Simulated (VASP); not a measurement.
# CdTe (F-43m) in VASP: further runs, part 2 of 2

VASP 6.6.1. The steps go on from the part before.

### 4 Single point, PBE0

This run uses another cell than the first one, of 34.90 Å³/atom.

File POSCAR:

```
CdTe
1.0
    0.0000000000      3.2678590959      3.2678590959
    3.2678590959      0.0000000000      3.2678590959
    3.2678590959      3.2678590959      0.0000000000
Te Cd
1 1
Direct
    0.7500000000      0.7500000000      0.7500000000
    0.0000000000      0.0000000000      0.0000000000
```

File INCAR.step1:

```
SYSTEM = CdTe
  ALGO = Normal
  EDIFF = 1E-5
  ENCUT = 520
  GGA = PE
  ISIF = 2
  ISMEAR = -1
  LASPH = .TRUE.
  LCHARG = .FALSE.
  LREAL = .FALSE.
  LWAVE = .TRUE.
  NBANDS = 16
  NELM = 80
  PREC = Accurate
  SIGMA = 0.05
```

File INCAR.step2:

```
SYSTEM = CdTe
  AEXX = 0.25
  ALGO = Normal
  EDIFF = 1E-6
  ENCUT = 520
  GGA = PE
  ISIF = 2
  ISMEAR = -1
  ISTART = 1
  LASPH = .TRUE.
  LCHARG = .FALSE.
  LHFCALC = .TRUE.
  LREAL = .FALSE.
  LWAVE = .FALSE.
  NBANDS = 16
  NELM = 80
  PREC = Accurate
  PRECFOCK = Normal
  SIGMA = 0.05
```

File KPOINTS:

```
k-points
0
G
  4 4 4
  0 0 0
```

Potentials or basis: VASP PAW PBE potentials, release 64 (Te, Cd).

Started as:

```sh
> cat potpaw_PBE.64/Te/POTCAR potpaw_PBE.64/Cd/POTCAR > POTCAR
> cp INCAR.step1 INCAR
> mpirun -np 1 vasp_std > vasp.out
> cp INCAR.step2 INCAR
> mpirun -np 1 vasp_std > vasp.out
```

OUTCAR:

```text
SYSTEM = CdTe
   AEXX = 0.25
   EDIFF = 1E-6
   ENCUT = 520
   GGA = PE
   ISIF = 2
   ISMEAR = -1
   ISTART = 1
   LASPH = .TRUE.
   LHFCALC = .TRUE.
   LREAL = .FALSE.
   NELM = 80
   PREC = Accurate
   PRECFOCK = Normal

 ion  position               nearest neighbor table
   1  0.750  0.750  0.750-   2 2.83   2 2.83   2 2.83   2 2.83
   2  0.000  0.000  0.000-   1 2.83   1 2.83   1 2.83   1 2.83

  LATTYP: Found a face centered cubic cell.
 ALAT       =     6.5357181918

  Lattice vectors:

 A1 = (   0.0000000000,   3.2678590959,   3.2678590959)
 A2 = (   3.2678590959,   0.0000000000,   3.2678590959)
 A3 = (   3.2678590959,   3.2678590959,   0.0000000000)

Analysis of symmetry for initial positions (statically):
=====================================================================
 Subroutine PRICEL returns:
 Original cell was already a primitive cell.

 Routine SETGRP: Setting up the symmetry group for a
 face centered cubic supercell.

 Subroutine GETGRP returns: Found 24 space group operations
 (whereof 24 operations were pure point group operations)
 out of a pool of 48 trial point group operations.

The static configuration has the point symmetry T_d .

Analysis of symmetry for dynamics (positions and initial velocities):
=====================================================================
 Subroutine PRICEL returns:
 Original cell was already a primitive cell.

 Routine SETGRP: Setting up the symmetry group for a
 face centered cubic supercell.

 Subroutine GETGRP returns: Found 24 space group operations
 (whereof 24 operations were pure point group operations)
 out of a pool of 48 trial point group operations.

The dynamic configuration has the point symmetry T_d .

 Subroutine INISYM returns: Found 24 space group operations
 (whereof 24 operations are pure point group operations),
 and found     1 'primitive' translations

----------------------------------------------------------------------------------------
[... 103 lines left out ...]
   PRECFOCK=normal    Normal, Fast or Accurate (Low or Medium for compatibility)
   ENCUT4O =  -1.0   cutoff for four orbital integrals eV
   NKREDX  =     1    reduce k-point grid by
   NKREDY  =     1    reduce k-point grid by
   NKREDZ  =     1    reduce k-point grid by
   AEXX    =    0.2500 exact exchange contribution
   HFSCREEN=    0.0000 screening length (either q_TF or 0.3 A-1)
   HFSCREENC=   0.0000 screening length for correlation (either q_TF or 0.3 A-1)
   ENCUTFOCK=  -1.0 apply spherical cutoff to Coloumb kernel
   IVDW    =     0    specifies the selected vdW correction
   LEPSILON=     F    determine dielectric tensor
   LRPA    =     F    only Hartree local field effects (RPA)
 non-spin polarized calculation
  energy-cutoff  :      520.00
  volume of cell :       69.79
 maximum number of plane-waves:      1893
 NGX is ok and might be reduce to    36
  NGX = 28; NGY = 28; NGZ = 28

 number of electron      18.0000003 magnetization

 Free energy of the ion-electron system (eV)
  ---------------------------------------------------
  ext. energy  EPLUGINS =         0.00000000
  ---------------------------------------------------
  free energy    TOTEN  =        -6.56267930 eV

  energy without entropy =       -6.56267930  energy(sigma->0) =       -6.56267930

 E-fermi :   2.3512     XC(G=0):  -6.7011

 val. band max:        1.2618060449   @ k =   0.0000   0.0000   0.0000
 cond. band min:       3.4218933209   @ k =   0.0000   0.0000   0.0000
 fundamental gap:      2.1600872760
 Fermi energy:         2.3512058360

 k-point     1 :       0.0000    0.0000    0.0000
  band No.  band energies     occupation
      1     -10.7827      2.00000
      2      -8.3193      2.00000
      3      -8.3193      2.00000
      4      -8.3193      2.00000
      5      -8.0732      2.00000
      6      -8.0732      2.00000
[... 129 lines left out ...]
      3      -8.1981      2.00000
      4      -8.1016      2.00000
      5      -8.0725      2.00000
      6      -7.3946      2.00000
[... 8 lines left out ...]
     15      14.1695      0.00000
     16      14.2834      0.00000

------------------------ aborting loop because EDIFF is reached ----------------------------------------

  FORCE on cell =-STRESS in cart. coord.  units (eV):
  Direction    XX          YY          ZZ          XY          YZ          ZX
  --------------------------------------------------------------------------------------
  -------------------------------------------------------------------------------------
  Total        0.2077397      0.2077397      0.2077397     -0.0000000      0.0000000      0.0000000
  in kB        4.7688109      4.7688109      4.7688109     -0.0000000      0.0000000      0.0000000
  external PRESSURE =       4.7688109 kB  Pullay stress =       0.0000000 kB

 VOLUME and BASIS-vectors are now :
 -----------------------------------------------------------------------------
  energy-cutoff  :      520.00
  volume of cell :       69.79
      direct lattice vectors                 reciprocal lattice vectors
     0.000000000  3.267859096  3.267859096    -0.153005373  0.153005373  0.153005373
     3.267859096  0.000000000  3.267859096     0.153005373 -0.153005373  0.153005373
     3.267859096  3.267859096  0.000000000     0.153005373  0.153005373 -0.153005373

 POSITION                                       TOTAL-FORCE (eV/Angst)
 -----------------------------------------------------------------------------------
      4.90179      4.90179      4.90179        -0.000000     -0.000000     -0.000000
      0.00000      0.00000      0.00000         0.000000      0.000000      0.000000
 -----------------------------------------------------------------------------------
    total drift:                               -0.000009     -0.000010     -0.000004

  FREE ENERGIE OF THE ION-ELECTRON SYSTEM (eV)
  ---------------------------------------------------
  free  energy   TOTEN  =        -6.5626793001 eV

  energy  without entropy=       -6.5626793000  energy(sigma->0) =       -6.56267930
```

Run time: 16 min. Hardware: 1 thread of Intel Xeon 8259CL, shared host; peak memory 0.22 GiB.

Results:

```
Free energy            : -6.5627 eV
Pressure               : 0.5 GPa
Band gap on the k mesh : 2.16 eV
```

Caveat: the PAW data sets were made with another functional, which shifts forces and pressure a little; spin-orbit coupling is left out, which moves the levels of the heavy elements.

### 5 Overview

| task | level | cell | cutoff (eV) | share of exact exchange | gap on the mesh (eV) | pressure (GPa) | relaxed volume (Å³/atom) |
| --- | --- | --- | --- | --- | --- | --- | --- |
| relaxation of cell and atoms | PBEsol-based global hybrid with 25 % exact exchange | relaxed from a = 4.533 Å, angles 60.0°, 2 atoms | 600 | 0.25 | 2.13 | 0.0 | 33.97 |
| relaxation of cell and atoms | HF | relaxed from a = 4.533 Å, angles 60.0°, 2 atoms | 600 | 1 | 6.50 | 0.0 | 37.04 |
| single point | PBE0 | a = 4.621 Å, angles 60.0°, 2 atoms | 520 | 0.25 | 2.16 | 0.5 | - |

Alike in all rows: potentials or basis VASP PAW PBE potentials, release 64 (Te, Cd); no spin polarisation; k mesh 4 × 4 × 4; smearing fermi-dirac 0.05 eV.

Caveats: some runs use coarse meshes; the PAW data sets were made with another functional, which shifts forces and pressure a little; spin-orbit coupling is left out, which moves the levels of the heavy elements.

Absolute energies hang on the potentials; compare differences alone.

### 6 Against experiment

Step 4. A measured gap of CdTe is 1.607 eV (0 K; a printed reference work, data compilation); the calculated 2.16 eV misses it by +0.55 eV. Spin-orbit coupling on Cd, Te is left out. The value is that of PBE0, without temperature or zero-point motion.
